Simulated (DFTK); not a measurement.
Wanted: the native input for a DFTK 0.8.2 run.

```yaml
Task: band structure
Functional: PBE
Potentials_or_basis: SPMS 1.0 (PBE)
Cutoff: 1225 eV
k_mesh: 10 × 10 × 10
Occupations: fermi-dirac, width 0.05 eV
Spin: collinear spin, ferromagnetic start
Starting_moments: "[1.0, 0.0] μB"
Valence_electrons: Ni 18, O 6
SCF_tolerance_on_the_density: 1e-06
```

The structure of NiO lies in NiO.xyz:

```xyz
2
Lattice="0.0000000000 2.0859016414 2.0859016414 2.0859016414 0.0000000000 2.0859016414 2.0859016414 2.0859016414 0.0000000000" Properties=species:S:1:pos:R:3 pbc="T T T"
Ni     0.0000000000      0.0000000000      0.0000000000
O      2.0859016414      2.0859016414      2.0859016414
```

These files were run (other wordings do the same):

run.jl

```julia
using DFTK
using PseudoPotentialData
using Unitful, UnitfulAtomic
using LinearAlgebra, Printf
include("save.jl")
disable_threading()

lines     = readlines("NiO.xyz")
cell_ang  = reshape(parse.(Float64, split(match(r"Lattice=\"([^\"]+)\"", lines[2])[1])), 3, 3)
lattice   = austrip(1u"Å") * cell_ang
symbols   = [Symbol(split(l)[1]) for l in lines[3:end]]
positions = [round.(cell_ang \ parse.(Float64, split(l)[2:4]); digits=9) for l in lines[3:end]]
pseudopotentials = Dict(:Ni => "Ni.upf", :O => "O.upf")
elements = Dict(s => ElementPsp(s, pseudopotentials; rcut=10.0) for s in unique(symbols))
atoms    = [elements[s] for s in symbols]
magnetic_moments = [1.0, 0.0]

build_model(lattice, positions; symmetries=true) =
    model_DFT(lattice, atoms, positions;
              functionals=PBE(),
              magnetic_moments,
              spin_polarization=:collinear,
              temperature=austrip(0.05u"eV"),
              smearing=Smearing.FermiDirac(),
              symmetries)
Ecut  = 45.0  # hartree
kgrid = [10, 10, 10]
tol   = 1e-6
to_GPa = ustrip(uconvert(u"GPa", 1u"hartree/bohr^3"))

model = build_model(lattice, positions)
basis = PlaneWaveBasis(model; Ecut, kgrid)
display(basis)
scfres = self_consistent_field(basis;
                               tol,
                               ρ=guess_density(basis, magnetic_moments),
                               nbandsalg=AdaptiveBands(model; n_bands_converge=17))
display(scfres.energies)
@printf "Fermi level: %.6f eV\n" ustrip(auconvert(u"eV", something(scfres.εF, NaN)))
forces = compute_forces_cart(scfres)
println("Forces (eV/Å)")
for (s, f) in zip(symbols, forces)
    @printf "%-3s %12.6f %12.6f %12.6f\n" s ustrip.(auconvert.(u"eV/Å", f))...
end
stress = compute_stresses_cart(scfres)
println("Stress (GPa)")
display(round.(stress * to_GPa; digits=4))
@printf "Total moment: %.4f μB\n" sum(spin_density(scfres.ρ)) * scfres.basis.dvol
println("Levels at the first k-point (eV): ", round.(ustrip.(auconvert.(u"eV", scfres.eigenvalues[1][1:scfres.n_bands_converge])); digits=4))
save_scf!(scfres; forces, stress)

points = Dict("G" => [0.0, 0.0, 0.0], "K" => [0.375, 0.375, 0.75], "L" => [0.5, 0.5, 0.5], "U" => [0.625, 0.25, 0.625], "W" => [0.5, 0.25, 0.75], "X" => [0.5, 0.0, 0.5])
segments = [("G", "X", 7), ("X", "W", 4), ("W", "K", 3), ("K", "G", 7), ("G", "L", 6), ("L", "U", 4), ("U", "W", 3), ("W", "L", 5), ("L", "K", 4), ("U", "X", 3)]
kcoords = vcat([[points[a] + t * (points[b] - points[a]) for t in range(0, 1, n)] for (a, b, n) in segments]...)
bands = compute_bands(scfres, ExplicitKpoints(kcoords); n_bands=19, tol=1e-5)
for (k, ε) in zip(bands.basis.kpoints, bands.eigenvalues)
    @printf "%d %8.4f %8.4f %8.4f " k.spin k.coordinate...
    println(join([@sprintf("%9.4f", e) for e in ustrip.(auconvert.(u"eV", ε .- scfres.εF))]))
end
results["band_energies"] = rows(bands.eigenvalues); results["band_kpoints"] = rows(kcoords)
```

Potentials or basis: SPMS 1.0 (PBE).

Command:

```bash
$ julia --threads=1 run.jl  # save.jl only writes the numbers to a file and isn't shown; printed stress counts tension as positive; times include loading and compiling
```

Results of the run:

```json
{"Pressure": "2.9 GPa", "Band gap on the k mesh": "none (metal or under the smearing width)", "Net moment": "1.61 μB per cell", "Absolute moment": "1.62 μB per cell", "Site moments": "Ni +1.33; O +0.28 μB"}
```

Caveat: a cell with one magnetic atom can't hold antiferromagnetic order, which such compounds often take; semilocal functionals often make such compounds metallic where correlation or magnetic order opens a gap, which also shifts bond lengths.

Wall time 3.8 min on 1 thread of Intel(R) Xeon(R) 6975P-C (Granite Rapids) (shared host), peak memory 2 GiB.
